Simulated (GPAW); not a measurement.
Set up this calculation in GPAW 26.7.0, as an ASE script.

```yaml
Task: equation of state
Functional: r2SCAN
Dispersion: D4
Potentials_or_basis: GPAW PAW data sets (gpaw-data 1.2.1)
Cutoff: 800 eV
Basis: pw
k_mesh: 10 × 10 × 10
Occupations: fermi-dirac, width 0.05 eV
Spin: no spin polarisation
Maxiter: 150
Eos_scales: "[0.94, 0.96, 0.98, 1.0, 1.02, 1.04, 1.06]"
```

The structure of BP lies in BP.cif:

```cif
data_BP
_cell_length_a 4.53800000
_cell_length_b 4.53800000
_cell_length_c 4.53800000
_cell_angle_alpha 90.00000000
_cell_angle_beta 90.00000000
_cell_angle_gamma 90.00000000
_space_group_name_H-M_alt 'F-43m'
_space_group_name_Hall 'F -4 2 3'
_space_group_IT_number 216
loop_
_space_group_symop_operation_xyz
'x,y,z'
'y,-x,-z'
'-x,-y,z'
'-y,x,-z'
'x,-y,-z'
'y,x,z'
'-x,y,-z'
'-y,-x,z'
'z,x,y'
'-z,y,-x'
'z,-x,-y'
'-z,-y,x'
'-z,x,-y'
'z,y,x'
'-z,-x,y'
'z,-y,-x'
'y,z,x'
'-x,-z,y'
'-y,z,-x'
'x,-z,-y'
'-y,-z,x'
'x,z,y'
'y,-z,-x'
'-x,z,-y'
'x,y+1/2,z+1/2'
'y,-x+1/2,-z+1/2'
'-x,-y+1/2,z+1/2'
'-y,x+1/2,-z+1/2'
'x,-y+1/2,-z+1/2'
'y,x+1/2,z+1/2'
'-x,y+1/2,-z+1/2'
'-y,-x+1/2,z+1/2'
'z,x+1/2,y+1/2'
'-z,y+1/2,-x+1/2'
'z,-x+1/2,-y+1/2'
'-z,-y+1/2,x+1/2'
'-z,x+1/2,-y+1/2'
'z,y+1/2,x+1/2'
'-z,-x+1/2,y+1/2'
'z,-y+1/2,-x+1/2'
'y,z+1/2,x+1/2'
'-x,-z+1/2,y+1/2'
'-y,z+1/2,-x+1/2'
'x,-z+1/2,-y+1/2'
'-y,-z+1/2,x+1/2'
'x,z+1/2,y+1/2'
'y,-z+1/2,-x+1/2'
'-x,z+1/2,-y+1/2'
'x+1/2,y,z+1/2'
'y+1/2,-x,-z+1/2'
'-x+1/2,-y,z+1/2'
'-y+1/2,x,-z+1/2'
'x+1/2,-y,-z+1/2'
'y+1/2,x,z+1/2'
'-x+1/2,y,-z+1/2'
'-y+1/2,-x,z+1/2'
'z+1/2,x,y+1/2'
'-z+1/2,y,-x+1/2'
'z+1/2,-x,-y+1/2'
'-z+1/2,-y,x+1/2'
'-z+1/2,x,-y+1/2'
'z+1/2,y,x+1/2'
'-z+1/2,-x,y+1/2'
'z+1/2,-y,-x+1/2'
'y+1/2,z,x+1/2'
'-x+1/2,-z,y+1/2'
'-y+1/2,z,-x+1/2'
'x+1/2,-z,-y+1/2'
'-y+1/2,-z,x+1/2'
'x+1/2,z,y+1/2'
'y+1/2,-z,-x+1/2'
'-x+1/2,z,-y+1/2'
'x+1/2,y+1/2,z'
'y+1/2,-x+1/2,-z'
'-x+1/2,-y+1/2,z'
'-y+1/2,x+1/2,-z'
'x+1/2,-y+1/2,-z'
'y+1/2,x+1/2,z'
'-x+1/2,y+1/2,-z'
'-y+1/2,-x+1/2,z'
'z+1/2,x+1/2,y'
'-z+1/2,y+1/2,-x'
'z+1/2,-x+1/2,-y'
'-z+1/2,-y+1/2,x'
'-z+1/2,x+1/2,-y'
'z+1/2,y+1/2,x'
'-z+1/2,-x+1/2,y'
'z+1/2,-y+1/2,-x'
'y+1/2,z+1/2,x'
'-x+1/2,-z+1/2,y'
'-y+1/2,z+1/2,-x'
'x+1/2,-z+1/2,-y'
'-y+1/2,-z+1/2,x'
'x+1/2,z+1/2,y'
'y+1/2,-z+1/2,-x'
'-x+1/2,z+1/2,-y'
loop_
_atom_site_label
_atom_site_type_symbol
_atom_site_symmetry_multiplicity
_atom_site_Wyckoff_symbol
_atom_site_fract_x
_atom_site_fract_y
_atom_site_fract_z
_atom_site_occupancy
P1 P 4 c 0.2500000000 0.2500000000 0.2500000000 1
B1 B 4 a 0.0000000000 0.0000000000 0.0000000000 1
```

One way to write it, as run:

run.py

```python
import spglib
from ase import Atoms
from ase.calculators.mixing import SumCalculator
from ase.eos import EquationOfState
from ase.io import Trajectory, read
from ase.units import GPa
from dftd4.ase import DFTD4
from gpaw import GPAW, PW

atoms = read('BP.cif')
cell, positions, numbers = spglib.find_primitive(
    (atoms.cell[:], atoms.get_scaled_positions(), atoms.numbers), symprec=1e-4)
atoms = Atoms(numbers, cell=cell, scaled_positions=positions, pbc=True)

traj = Trajectory('eos.traj', 'w')
volumes, energies = [], []
for x in [0.94, 0.96, 0.98, 1.0, 1.02, 1.04, 1.06]:
    a = atoms.copy()
    a.set_cell(atoms.cell * x**(1 / 3), scale_atoms=True)
    calc = GPAW(mode=PW(800),
                xc='MGGA_X_R2SCAN+MGGA_C_R2SCAN',
                kpts={'size': (10, 10, 10), 'gamma': True},
                occupations={'name': 'fermi-dirac', 'width': 0.05},
                nbands=11,
                convergence={'density': 1e-05, 'energy': 1e-05},
                maxiter=150,
                txt=f'eos-{x:.2f}.txt')
    a.calc = SumCalculator([calc, DFTD4(method='r2scan')])
    energies.append(a.get_potential_energy())
    volumes.append(a.get_volume())
    p = -a.get_stress()[:3].mean() / GPa
    calc.write(f'eos-{x:.2f}.gpw')
    traj.write(a)
    print(f'{x:.2f} {volumes[-1]:10.4f} A^3 {energies[-1]:14.6f} eV {p:9.3f} GPa', flush=True)

v0, e0, B = EquationOfState(volumes, energies, eos='birchmurnaghan').fit()
print(f'V0 = {v0:.4f} A^3, E0 = {e0:.6f} eV, B0 = {B / GPa:.2f} GPa')
```

Potentials or basis: GPAW PAW data sets (gpaw-data 1.2.1), pw.

The run is started by

```sh
$ OMP_NUM_THREADS=1 python run.py
```

Results of the run:

```yaml
Equilibrium_volume: "11.57 Å³/atom (rough: see the caveat)"
Bulk_modulus: 172 GPa (rough)
```

Caveat: the points scatter about the fit; the PAW data sets were made with another functional, which shifts forces and pressure a little.

Run time: 5.8 min on 1 thread of Arm Neoverse V1, with other jobs on the host, peak memory 0.51 GiB.
